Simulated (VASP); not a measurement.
Here is a VASP 6.6.1 calculation.

The input INCAR:

```
PREC = Accurate ; ENCUT = 600
EDIFF = 1E-7 ; ISMEAR = 0
SIGMA = 0.1 ; LREAL = F
LASPH = T ; NELM = 100
ALGO = Normal ; ISIF = 3
LWAVE = F ; LCHARG = F
GGA = PS ; IBRION = 2
NSW = 90 ; EDIFFG = -0.04
```

The input KPOINTS:

```
regular mesh
0
Gamma
  6 6 4
```

Contents of POSCAR:

```
Os
1.0
    2.5527705329     -1.6871860380      0.0000000000
    2.5527705329      1.6871860380      0.0000000000
    0.0000000000      0.0000000000      6.8824523259
Os
4
Direct
    0.8500000000      0.1500000000      0.1170000000
    0.6500000000      0.3500000000      0.6170000000
    0.1500000000      0.8500000000      0.8830000000
    0.3500000000      0.6500000000      0.3830000000
```

Potentials or basis: VASP PAW PBE potentials, release 64 (Os).

Run with:

```bash
$ cat potpaw_PBE.64/Os/POTCAR > POTCAR
$ mpirun -np 1 vasp_std > vasp.out
```

Estimate the relaxed volume.

13.97 Å³/atom.

Estimate the relaxed cell.

a = 2.714 Å, b = 2.714 Å, c = 7.590 Å, α = 90.00°, β = 90.00°, γ = 89.98°.

Estimate the space group after relaxing (to 0.05 Å).

I4/mmm (No. 139).

Final structure:
```xyz
4
Lattice="1.9191 -1.9184 0.0000 1.9191 1.9184 0.0000 0.0000 0.0000 7.5898" Properties=species:S:1:pos:R:3 pbc="T T T"
Os    1.9191   -0.9588    0.9485
Os    1.9191   -0.9596    4.7434
Os    1.9191    0.9588    6.6413
Os    1.9191    0.9596    2.8464
```

Caveat: the k mesh is coarse (spacing up to 0.37 Å⁻¹), so the values aren't converged; the bands computed are all filled at some k points, so no gap is given; the PAW data sets were made with another functional, which shifts forces and pressure a little. Spin-orbit coupling is left out, which matters for the levels of Os.
